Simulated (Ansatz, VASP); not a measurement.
## One calculation of PbO2, two programs

```
Pb O
1.0
     0.00000    2.66547    2.66547
     2.66547    0.00000    2.66547
     2.66547    2.66547    0.00000
Pb O
1 2
Direct
  0.00000 0.00000 0.00000
  0.75000 0.75000 0.75000
  0.25000 0.25000 0.25000
```

The cell comes from a database or a generator and needn't be the stable form of this composition.

Alike in both runs: task single point; functional r2SCAN; k mesh 9 × 9 × 9; occupations fermi-dirac, width 0.05 eV; no spin polarisation.

|  | VASP | Ansatz |
| --- | --- | --- |
| version | VASP 6.6.1 | Ansatz 0.2.0 |
| potentials or method | VASP PAW PBE potentials, release 64 (Pb_d, O) | Ansatz PAW |
| plane-wave cutoff (eV) | 520 | 500 |
| valence electrons in the cell | 26 | 26 |

|  | VASP | Ansatz | Ansatz less VASP |
| --- | --- | --- | --- |
| gap on the k mesh at the Fermi level (eV) | none | none | - |
| pressure (GPa) | 0.1 | -1.0 | -1.12 |

A gap of «none» marks a metal or a gap that the smearing closes.

Caveats: the PAW data sets were made with another functional, which shifts forces and pressure a little (VASP); the PAW data sets come from PBE, with cores solved anew for the run's functional, which leaves a small shift of forces and pressure (Ansatz). Spin-orbit coupling is left out, which matters for the levels of Pb.
